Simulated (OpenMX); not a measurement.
Crystal: AlN.

```xyz
2
Lattice="0.0000 2.1840 2.1840 2.1840 0.0000 2.1840 2.1840 2.1840 0.0000" Properties=species:S:1:pos:R:3 pbc="T T T"
Al    0.0000    0.0000    0.0000
N     1.0920    1.0920    1.0920
```

Measurements of this composition are mostly on another form, of space group No. 186.

Base run:

| Quantity | Value |
| --- | --- |
| Program | OpenMX 3.8.5 |
| Functional | PBE |
| Potentials or basis | OpenMX 2013 PBE set, Al7.0-s3p2d2, N6.0-s3p2d2, grid cutoff 400 Ry |
| k mesh | 11 × 11 × 11 |
| Occupations | fermi-dirac, width 0.05 eV |
| Spin | no spin polarisation |

Its results: band gap on the k mesh 3.41 eV, indirect (least direct gap 4.72 eV); pressure 3.3 GPa.

Problem. The run is repeated on the same cell with these changes: functional from PBE to LDA; potentials or basis from OpenMX 2013 PBE set, Al7.0-s3p2d2, N6.0-s3p2d2, grid cutoff 400 Ry to OpenMX 2013 LDA set, Al7.0-s2p2d1, N6.0-s2p2d1, grid cutoff 400 Ry. What comes out?

Solution. Band gap on the k mesh 3.30 eV, indirect (least direct gap 5.09 eV); pressure -4.0 GPa.

Caveats: the mesh misses the band edges, which the band path finds closer together; the basis of atomic orbitals isn't converged, which shifts pressures, moduli and gaps.

Not every run made on this cell is shown here.
